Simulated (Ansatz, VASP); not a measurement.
## Ag in VASP and in Ansatz

INCAR

```
PREC = Accurate ; ENCUT = 520
EDIFF = 1E-6 ; ISMEAR = -1
SIGMA = 0.05 ; LREAL = False
LASPH = True ; NELM = 100
ALGO = Normal ; ISIF = 2
LWAVE = False ; LCHARG = False
GGA = PS ; NBANDS = 18
```

The input KPOINTS:

```
regular mesh
0
Gamma
  10 10 6
```

Contents of POSCAR:

```
Ag
1.0
    2.9300000000      0.0000000000      0.0000000000
   -1.4650000000      2.5374544300      0.0000000000
    0.0000000000      0.0000000000      4.7900000000
Ag
2
Direct
    0.3333333300      0.6666666700      0.2500000000
    0.6666666700      0.3333333300      0.7500000000
```

Input for Ansatz:

```yaml
crystal:
  lattice:
    - [2.93, 0.0, 0.0]
    - [-1.465, 2.53745443, 0.0]
    - [0.0, 0.0, 4.79]
  atoms:
    - { symbol: Ag, position: [0.33333333, 0.66666667, 0.25] }
    - { symbol: Ag, position: [0.66666667, 0.33333333, 0.75] }
kpoints:
  mp_grid:
    grid: [10, 10, 6]
hamiltonian:
  xc: pbesol
scf:
  occupations:
    method: fermi_dirac
    width: 0.05
output:
  xc_energy_on_converged_density: [lda, rpbe, pbesol]
  forces: true
  stress: true
  eigenvalues: true
```

This isn't the form of Ag at room conditions, which is fcc.

Alike in both runs: task single point; functional PBEsol; k mesh 10 × 10 × 6; occupations fermi-dirac, width 0.05 eV; no spin polarisation.

```csv
,VASP,Ansatz
version,VASP 6.6.1,Ansatz 0.2.0
potentials or method,"VASP PAW PBE potentials, release 64 (Ag)","plane waves, PAW"
plane-wave cutoff (eV),520,420
valence electrons in the cell,22,38
```

Ansatz gave:

```
gap on the k mesh at the Fermi level (eV)       : none
pressure (GPa)                                  : -6.1
largest component of the traceless stress (GPa) : 0.41
```

Which values does VASP return?

gap on the k mesh at the Fermi level (eV): none; pressure (GPa): -6.3; largest component of the traceless stress (GPa): 0.41.

A gap of «none» marks a metal or a gap that the smearing closes. The two sets of potentials don't hold the same shells in valence.

Caveats: the PAW data sets were made with another functional, which shifts forces and pressure a little (VASP).
